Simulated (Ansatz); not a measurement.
CuI (Cmcm) from a database of computed structures at its r2SCAN+rVV10 geometry, run in Ansatz 0.2.0 at 4 levels of theory. Calculated for a static, non-magnetic cell.

The LDA input:
```yaml
crystal:
  lattice:
    - [3.5037460169, -3.5931533413, 0.0]
    - [3.5037460169, 3.5931533413, 0.0]
    - [0.0, 0.0, 4.3220096347]
  atoms:
    - { symbol: Cu, position: [0.4168025267, 0.5831974733, 0.75] }
    - { symbol: Cu, position: [0.5831974733, 0.4168025267, 0.25] }
    - { symbol: I, position: [0.7779467443, 0.2220532557, 0.75] }
    - { symbol: I, position: [0.2220532557, 0.7779467443, 0.25] }
kpoints:
  mp_grid: { grid: [6, 6, 6] }
  band_path:
    path:
      - [0.0, 0.0, 0.0]
      - [-0.5, 0.5, 0.0]
      - [-0.4877134416, 0.5122865584, 0.0]
      - [0.4877134416, 0.4877134416, 0.0]
      - [0.0, 0.0, 0.5]
      - [0.4877134416, 0.4877134416, 0.5]
      - [-0.4877134416, 0.5122865584, 0.5]
      - [-0.5, 0.5, 0.5]
      - [0.0, 0.5, 0.0]
    npoints: 1
hamiltonian:
  xc: lda
scf:
  occupations: { method: fixed }
  n_extra_bands: 5
output:
  forces: true
  stress: true
  eigenvalues: true
  write_density: true
  write_potential: true
  elf: true
  volumetric_format: npy
```

Main results, then, where recorded, the levels near the gap in eV from the Fermi energy (columns number the bands from 0), one row a point of the path (Γ, Y, C₀, Σ₀, Z, A₀, E₀, T, S):
```
Crystal: 4 atoms, lattice volume = 108.824 Å³
Symmetry: 8 space group operations
Space group: Cmcm (ITA 63)
```
```
Basis set: ecut = 420 eV, 2117 PW (Γ)
k-points: 52 of 216
SCF 1 converged in 8 iterations: F = -27823.197500 eV  dr2 = 4.71e-8
Free energy (F): -27823.197500 eV
Fermi energy:    8.189725 eV
--- Forces (eV/Å), atoms counted from 1 ---
  atom   1  Cu      0.00000    -0.07178      0.00000
  atom   2  Cu      0.00000      0.07178      0.00000
  atom   3  I       0.00000      0.33119      0.00000
  atom   4  I       0.00000    -0.33119      0.00000
--- Stress (GPa, compression-positive) ---
       -0.970976       0.000000       0.000000
        0.000000      -3.290849       0.000000
        0.000000       0.000000      -4.027908
  P = ⅓ Tr σ = -2.7632 GPa (-27.632 kbar)
```
```tsv
band_33	band_34	band_35	band_36	band_37	band_38
-1.561	-1.017	0.000	0.795	1.472	2.103
-1.074	-0.819	-0.298	1.344	2.572	3.861
-1.082	-0.812	-0.298	1.345	2.575	3.863
-1.082	-0.812	-0.298	1.345	2.575	3.863
-1.951	-1.689	-1.689	3.645	3.645	3.757
-1.926	-1.717	-1.717	4.053	4.053	4.929
-1.926	-1.717	-1.717	4.053	4.053	4.929
-1.925	-1.719	-1.719	4.054	4.054	4.940
-1.444	-1.376	-0.559	2.469	2.970	3.598
```

With LDA the gap is 0.79 eV and direct, at Γ.

Question: In the first input these blocks are replaced (the band path and keys that only write files left aside):
```yaml
hamiltonian:
  xc: pbe
scf:
  occupations: { method: fermi_dirac, width: 0.02 }
  n_extra_bands: 10
magnetization:
  noncollinear: true
  spin_orbit: true
```
What comes out?

Answer:
```
Basis set: ecut = 420 eV, 2117 PW (Γ)
k-points: 52 of 216
SCF 1 converged in 10 iterations: F = -28283.272572 eV  dr2 = 7.51e-8
Free energy (F): -28283.272572 eV
Fermi energy:    9.068318 eV
--- Forces (eV/Å), atoms counted from 1 ---
  atom   1  Cu      0.00000      0.06875      0.00000
  atom   2  Cu      0.00000    -0.06875      0.00000
  atom   3  I       0.00000    -0.17331      0.00000
  atom   4  I       0.00000      0.17331      0.00000
--- Stress (GPa, compression-positive) ---
        1.728217       0.000000       0.000000
        0.000000       2.625875       0.000000
        0.000000       0.000000       2.549519
  P = ⅓ Tr σ = 2.3012 GPa (23.012 kbar)
```
```tsv
band_66	band_67	band_68	band_69	band_70	band_71	band_72	band_73	band_74	band_75	band_76	band_77
-2.016	-2.016	-1.439	-1.439	-0.450	-0.450	0.449	0.449	1.043	1.043	1.675	1.675
-1.595	-1.595	-1.334	-1.334	-0.759	-0.759	0.958	0.958	2.177	2.177	3.378	3.378
-1.602	-1.602	-1.328	-1.328	-0.758	-0.758	0.959	0.959	2.180	2.180	3.379	3.379
-1.602	-1.602	-1.328	-1.328	-0.758	-0.758	0.959	0.959	2.180	2.180	3.379	3.379
-2.371	-2.371	-2.154	-2.154	-2.154	-2.154	3.195	3.195	3.195	3.195	3.330	3.330
-2.380	-2.380	-2.150	-2.150	-2.146	-2.146	3.536	3.536	3.544	3.544	4.505	4.505
-2.380	-2.380	-2.150	-2.150	-2.146	-2.146	3.536	3.536	3.544	3.544	4.505	4.505
-2.383	-2.383	-2.150	-2.150	-2.150	-2.150	3.541	3.541	3.541	3.541	4.523	4.523
-1.890	-1.890	-1.846	-1.846	-1.031	-1.031	2.049	2.049	2.534	2.534	3.176	3.176
```
With PBE+SOC the gap is 0.90 eV and direct, at Γ. With the atoms held, the mean pressure is +2.30 GPa (compression positive).

r2SCAN. Against the first input these blocks differ (the band path and keys that only write files left aside):
```yaml
hamiltonian:
  xc: r2scan
```

```
Basis set: ecut = 500 eV, 2731 PW (Γ)
k-points: 52 of 216
SCF 1 converged in 8 iterations: F = -28319.051439 eV  dr2 = 1.25e-8
Free energy (F): -28319.051439 eV
Fermi energy:    8.380414 eV
--- Forces (eV/Å), atoms counted from 1 ---
  atom   1  Cu      0.00000      0.00391      0.00000
  atom   2  Cu      0.00000    -0.00391      0.00000
  atom   3  I       0.00000      0.01745      0.00000
  atom   4  I       0.00000    -0.01745      0.00000
--- Stress (GPa, compression-positive) ---
        1.092797       0.000000       0.000000
        0.000000       0.991182       0.000000
        0.000000       0.000000       0.949560
  P = ⅓ Tr σ = 1.0112 GPa (10.112 kbar)
```
```tsv
band_33	band_34	band_35	band_36	band_37	band_38
-1.584	-0.978	0.000	1.358	1.788	2.470
-1.206	-0.790	-0.286	1.834	3.099	4.187
-1.211	-0.787	-0.285	1.835	3.102	4.188
-1.211	-0.787	-0.285	1.835	3.102	4.188
-1.894	-1.771	-1.771	4.070	4.070	4.131
-1.865	-1.733	-1.733	4.449	4.449	5.379
-1.865	-1.733	-1.733	4.449	4.449	5.379
-1.864	-1.734	-1.734	4.451	4.451	5.390
-1.424	-1.392	-0.534	2.925	3.431	3.975
```

With r2SCAN the gap is 1.36 eV and direct, at Γ. At this geometry r2SCAN finds +1.01 GPa, compression counted positive: its own equilibrium volume is larger.

Question: Another run on the same cell gave
```
Basis set: ecut = 420 eV, 2117 PW (Γ)
k-points: 21 of 64
SCF 1 stopped early in 4 iterations: F = -28276.454408 eV  dr2 = 3.28e-5
SCF 2 stopped early in 7 iterations: F = -28284.510551 eV  dr2 = 6.21e-6
hybrid outer 1: dexx = +3.579e-2 eV, tail = 2.29e-4 eV
SCF 3 converged in 5 iterations: F = -28284.510227 eV  dr2 = 2.54e-9
hybrid outer 2: dexx = +1.941e-6 eV, tail = 1.48e-7 eV, Δε = 8.85e-3 eV, ΔF = 1.16e-2 eV/Å
SCF 4 converged in 2 iterations: F = -28284.510228 eV  dr2 = 1.56e-9
hybrid outer 3: dexx = +3.792e-9 eV, tail = 4.42e-9 eV, Δε = 1.98e-4 eV, ΔF = 1.78e-4 eV/Å
Free energy (F): -28284.510228 eV
Fermi energy:    7.739482 eV
--- Forces (eV/Å), atoms counted from 1 ---
  atom   1  Cu      0.00000      0.17909      0.00000
  atom   2  Cu      0.00000    -0.17909      0.00000
  atom   3  I       0.00000    -0.02012      0.00000
  atom   4  I       0.00000      0.02012      0.00000
--- Stress (GPa, compression-positive) ---
        1.636954       0.000000       0.000000
        0.000000       1.968272       0.000000
        0.000000       0.000000       3.130828
  P = ⅓ Tr σ = 2.2454 GPa (22.454 kbar)
```
```tsv
band_33	band_34	band_35	band_36	band_37	band_38
-1.642	-0.938	0.000	2.212	2.583	3.390
-1.127	-0.763	-0.383	2.792	4.015	5.098
-1.134	-0.759	-0.382	2.793	4.019	5.100
-1.134	-0.759	-0.382	2.793	4.019	5.100
-2.501	-1.928	-1.928	4.996	4.996	5.114
-2.552	-2.236	-2.236	5.519	5.519	6.256
-2.552	-2.236	-2.236	5.519	5.519	6.256
-2.552	-2.239	-2.239	5.521	5.521	6.267
-1.754	-1.668	-0.661	3.914	4.460	4.862
```
Which level of theory and mesh gave it?

Answer: It is HSE06, judged by the exchange loop and the size of the gap (a near hybrid could fit too), on 4×4×4; the blocks that differ from the first input, but for the band path:
```yaml
kpoints:
  mp_grid: { grid: [4, 4, 4] }
hamiltonian:
  xc: hse06
```
HSE06 gives a direct gap of 2.21 eV at Γ. The mean pressure at these positions is +2.2 GPa, compression counted positive. The stress of a hybrid is loosely converged here.

The hybrids run on coarser meshes, which limits their stresses and small splittings of levels.

Totals of different functionals, or with and without spin-orbit coupling, can't be compared.

Only the levels marked +SOC include spin-orbit coupling.

The meshes of the hybrids are coarse, so their gaps aren't converged to the digits shown.
